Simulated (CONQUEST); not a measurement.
Ge:

```xyz
4
Lattice="4.0007 0.0000 0.0000 0.0000 4.0007 0.0000 0.0000 0.0000 5.6578" Properties=species:S:1:pos:R:3 pbc="T T T"
Ge    0.0000    2.0003    1.4145
Ge    2.0003    0.0000    4.2434
Ge    0.0000    0.0000    2.8289
Ge    2.0003    2.0003    0.0000
```

| Quantity | Value |
| --- | --- |
| Program | CONQUEST 1.3 |
| Task | single point |
| Functional | PBE |
| Potentials or basis | PseudoDojo NC PBE, DZP, grid cutoff 120 Ha |
| k mesh | 7 × 7 × 5 |
| Occupations | fermi-dirac, width 0.05 eV |
| Spin | no spin polarisation |

On this cell: pressure 4.2 GPa; largest force zero by symmetry; band gap on the k mesh none (metal or under the smearing width).

The same run follows on a disturbed copy (atoms moved at random, drawn with an rms of 0.05 Å):

```
Ge
1.0
     4.00068    0.00000    0.00000
     0.00000    4.00068    0.00000
     0.00000    0.00000    5.65782
Ge
4
Direct
  0.00045 0.51385 0.24711
  0.50045 0.01385 0.74711
  0.00157 0.00202 0.49142
  0.50157 0.50203 0.99142
```

Q: What does the disturbed cell give?

A: The energy (extrapolated to zero smearing) moves by +9.8 meV/atom; pressure 4.3 GPa; largest force 0.717 eV/Å; band gap on the k mesh none (metal or under the smearing width).

Forces in eV/Å, atoms in the order of the input:
```
Ge   0.046 -0.596 -0.395
Ge   0.046 -0.596 -0.395
Ge  -0.040  0.593  0.395
Ge  -0.040  0.593  0.395
```

Caveats: the box holds several primitive cells, so bands are folded and the points are those of the box's own zone; the basis of atomic orbitals isn't converged, which shifts pressures, moduli and gaps; the real-space grid breaks the cell's symmetry a little (some runs).
